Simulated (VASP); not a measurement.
A run of VASP 6.6.1:

File INCAR:

```
  PREC = Accurate
  ENCUT = 520
  EDIFF = 1E-7
  ISMEAR = 0
  SIGMA = 0.01
  LREAL = F
  LASPH = T
  NELM = 100
  ALGO = Normal
  ISIF = 2
  LWAVE = F
  LCHARG = F
  GGA = PS
  NBANDS = 24
```

Contents of KPOINTS:

```
regular mesh
0
Gamma
  4 4 3
```

Contents of POSCAR:

```
CaO
1.0
    3.9919758200      0.0000000000      0.0000000000
   -1.9959879100      3.4571524800      0.0000000000
    0.0000000000      0.0000000000      4.7848400100
Ca O
2 2
Direct
    0.3333333298      0.6666666696      0.7500000005
    0.6666666702      0.3333333304      0.2499999995
    0.3333333298      0.6666666696      0.2499999995
    0.6666666702      0.3333333304      0.7500000005
```

Potentials or basis: VASP PAW PBE potentials, release 64 (Ca_sv, O).

The run is started by

```sh
$ cat potpaw_PBE.64/Ca_sv/POTCAR potpaw_PBE.64/O/POTCAR > POTCAR
$ mpirun -np 1 vasp_std > vasp.out
```

Hardware: 1 thread of Intel(R) Xeon(R) Platinum 8488C (Sapphire Rapids) (shared host).

**Question.** How long does it take, and how much memory?

**Answer.** Wall time 16 s on 1 thread of Intel(R) Xeon(R) Platinum 8488C (Sapphire Rapids) (shared host), peak memory 0.18 GiB. Counts: scf iterations 16, k points 8.
